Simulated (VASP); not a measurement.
Wanted: the native input for a VASP 6.6.1 run.

```
Task                   : single point
Functional             : PBE
Potentials or basis    : VASP PAW PBE potentials, release 64 (Mo_sv)
Cutoff                 : 520 eV
k mesh                 : 6 × 6 × 6
Occupations            : gaussian, width 0.1 eV
Spin                   : no spin polarisation
Dipole correction      : no
Further INCAR settings : ALGO = Normal; EDIFF = 1e-07; NBANDS = 21
```

The structure of Mo lies in POSCAR:

```
Mo
1.0
    1.3864890163      0.8004898067      4.9269699688
   -1.3864890163      0.8004898067      4.9269699688
    0.0000000000     -1.6009796136      4.9269699688
Mo
2
Direct
    0.0865047543      0.0865047543      0.0865047543
    0.9134952457      0.9134952457      0.9134952457
```

The cell was built by a generator and needn't be a form met in nature.

One way to write it, as run:

INCAR

```
SYSTEM = Mo
  PREC = Accurate
  ENCUT = 520
  EDIFF = 1E-7
  ISMEAR = 0
  SIGMA = 0.1
  LREAL = .FALSE.
  LASPH = .TRUE.
  NELM = 100
  ALGO = Normal
  ISIF = 2
  LWAVE = .FALSE.
  LCHARG = .TRUE.
  GGA = PE
  LELF = .TRUE.
  LVHAR = .TRUE.
  NBANDS = 21
```

KPOINTS

```
Automatic mesh
0
G
  6 6 6
  0 0 0
```

Potentials or basis: VASP PAW PBE potentials, release 64 (Mo_sv).

The run is started by

```sh
$ cat potpaw_PBE.64/Mo_sv/POTCAR > POTCAR
$ mpirun -np 1 vasp_std > vasp.out
```

It gave:

```yaml
Pressure: 0.3 GPa
Largest_force: 0.004 eV/Å
Band_gap_on_the_k_mesh: none (metal or under the smearing width)
```

Caveat: the k mesh is coarse (spacing up to 0.44 Å⁻¹), so the values aren't converged.

Wall time 50 s on 1 thread of Intel(R) Xeon(R) Platinum 8259CL CPU @ 2.50GHz (Skylake/Cascade Lake), on a shared host, peak memory 0.24 GiB.
